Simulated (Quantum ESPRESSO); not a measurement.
Set up this calculation in Quantum ESPRESSO 7.5, as the native input.

| Item | Value |
| --- | --- |
| Task | band structure |
| Functional | N12 |
| Potentials or basis | PseudoDojo 0.4.1 SR PBE standard |
| Cutoff | 1007 eV |
| Density cutoff | 4027 eV |
| k mesh | 11 × 11 × 6 |
| Occupations | fermi-dirac, width 0.05 eV |
| Spin | no spin polarisation |
| Mixing beta | 0.5 |
| Most SCF iterations | 120 |
| SCF threshold | 4e-10 Ry |

Crystal: Os.

```
Os
1.0
     2.73410    0.00000    0.00000
    -1.36705    2.36780    0.00000
     0.00000    0.00000    4.31970
Os
2
Cartesian
  1.3671 0.7893 3.2398
  0.0000 1.5785 1.0799
```

One way to write it, as run:

pw.in

```
&CONTROL
  calculation = 'scf'
  prefix = 'pwscf'
  outdir = './tmp'
  pseudo_dir = './pseudo'
  tprnfor = .true.
  tstress = .true.
  disk_io = 'low'
/
&SYSTEM
  ibrav = 0
  nat = 2
  ntyp = 1
  ecutwfc = 74
  nbnd = 24
  input_dft = 'XC-000I-000I-082L-080L-000I-000I'
  occupations = 'smearing'
  smearing = 'fd'
  degauss = 0.00367493
/
&ELECTRONS
  conv_thr = 4d-10
  electron_maxstep = 120
  mixing_beta = 0.5
/
ATOMIC_SPECIES
Os   190.2300 Os.upf
CELL_PARAMETERS angstrom
   2.7341000000    0.0000000000    0.0000000000
  -1.3670500000    2.3678000565    0.0000000000
   0.0000000000    0.0000000000    4.3197000000
ATOMIC_POSITIONS crystal
Os     0.6666666667    0.3333333333    0.7500000000
Os     0.3333333333    0.6666666667    0.2500000000
K_POINTS automatic
11 11 6 0 0 0
```

bands.in

```
&CONTROL
  calculation = 'bands'
  prefix = 'pwscf'
  outdir = './tmp'
  pseudo_dir = './pseudo'
  disk_io = 'low'
  verbosity = 'high'
/
&SYSTEM
  ibrav = 0
  nat = 2
  ntyp = 1
  ecutwfc = 74
  nbnd = 24
  input_dft = 'XC-000I-000I-082L-080L-000I-000I'
  occupations = 'smearing'
  smearing = 'fd'
  degauss = 0.00367493
/
&ELECTRONS
  conv_thr = 1d-08
  electron_maxstep = 120
  mixing_beta = 0.5
  diago_full_acc = .true.
/
ATOMIC_SPECIES
Os   190.2300 Os.upf
CELL_PARAMETERS angstrom
   2.7341000000    0.0000000000    0.0000000000
  -1.3670500000    2.3678000565    0.0000000000
   0.0000000000    0.0000000000    4.3197000000
ATOMIC_POSITIONS crystal
Os     0.6666666667    0.3333333333    0.7500000000
Os     0.3333333333    0.6666666667    0.2500000000
K_POINTS crystal
60
 0.0000000000  0.0000000000  0.0000000000 1
 0.0714285714  0.0000000000  0.0000000000 1
 0.1428571429  0.0000000000  0.0000000000 1
 0.2142857143  0.0000000000  0.0000000000 1
 0.2857142857  0.0000000000  0.0000000000 1
 0.3571428571  0.0000000000  0.0000000000 1
 0.4285714286  0.0000000000  0.0000000000 1
 0.5000000000  0.0000000000  0.0000000000 1
 0.4583333333  0.0833333333  0.0000000000 1
 0.4166666667  0.1666666667  0.0000000000 1
 0.3750000000  0.2500000000  0.0000000000 1
 0.3333333333  0.3333333333  0.0000000000 1
 0.2962962963  0.2962962963  0.0000000000 1
 0.2592592593  0.2592592593  0.0000000000 1
 0.2222222222  0.2222222222  0.0000000000 1
 0.1851851852  0.1851851852  0.0000000000 1
 0.1481481481  0.1481481481  0.0000000000 1
 0.1111111111  0.1111111111  0.0000000000 1
 0.0740740741  0.0740740741  0.0000000000 1
 0.0370370370  0.0370370370  0.0000000000 1
 0.0000000000  0.0000000000  0.0000000000 1
 0.0000000000  0.0000000000  0.1250000000 1
 0.0000000000  0.0000000000  0.2500000000 1
 0.0000000000  0.0000000000  0.3750000000 1
 0.0000000000  0.0000000000  0.5000000000 1
 0.0625000000  0.0000000000  0.5000000000 1
 0.1250000000  0.0000000000  0.5000000000 1
 0.1875000000  0.0000000000  0.5000000000 1
 0.2500000000  0.0000000000  0.5000000000 1
 0.3125000000  0.0000000000  0.5000000000 1
 0.3750000000  0.0000000000  0.5000000000 1
 0.4375000000  0.0000000000  0.5000000000 1
 0.5000000000  0.0000000000  0.5000000000 1
 0.4666666667  0.0666666667  0.5000000000 1
 0.4333333333  0.1333333333  0.5000000000 1
 0.4000000000  0.2000000000  0.5000000000 1
 0.3666666667  0.2666666667  0.5000000000 1
 0.3333333333  0.3333333333  0.5000000000 1
 0.3030303030  0.3030303030  0.5000000000 1
 0.2727272727  0.2727272727  0.5000000000 1
 0.2424242424  0.2424242424  0.5000000000 1
 0.2121212121  0.2121212121  0.5000000000 1
 0.1818181818  0.1818181818  0.5000000000 1
 0.1515151515  0.1515151515  0.5000000000 1
 0.1212121212  0.1212121212  0.5000000000 1
 0.0909090909  0.0909090909  0.5000000000 1
 0.0606060606  0.0606060606  0.5000000000 1
 0.0303030303  0.0303030303  0.5000000000 1
 0.0000000000  0.0000000000  0.5000000000 1
 0.5000000000  0.0000000000  0.5000000000 1
 0.5000000000  0.0000000000  0.3750000000 1
 0.5000000000  0.0000000000  0.2500000000 1
 0.5000000000  0.0000000000  0.1250000000 1
 0.5000000000  0.0000000000  0.0000000000 1
 0.3333333333  0.3333333333  0.0000000000 1
 0.3333333333  0.3333333333  0.1000000000 1
 0.3333333333  0.3333333333  0.2000000000 1
 0.3333333333  0.3333333333  0.3000000000 1
 0.3333333333  0.3333333333  0.4000000000 1
 0.3333333333  0.3333333333  0.5000000000 1
```

Potentials or basis: PseudoDojo 0.4.1 SR PBE standard.

Run with:

```sh
$ OMP_NUM_THREADS=1 pw.x -in pw.in > pw.out
$ OMP_NUM_THREADS=1 pw.x -in bands.in > bands.out
```

It gave:

```json
{
  "Pressure": "2.5 GPa",
  "Band gap on the k mesh": "none (metal or under the smearing width)"
}
```

Caveat: the potentials were made for another functional, which shifts forces and pressure; spin-orbit coupling is left out, which moves the levels of the heavy elements.

It took 47 s on 1 thread of AMD EPYC 9B14 (Zen 4), on a shared host, peak memory 0.1 GiB.
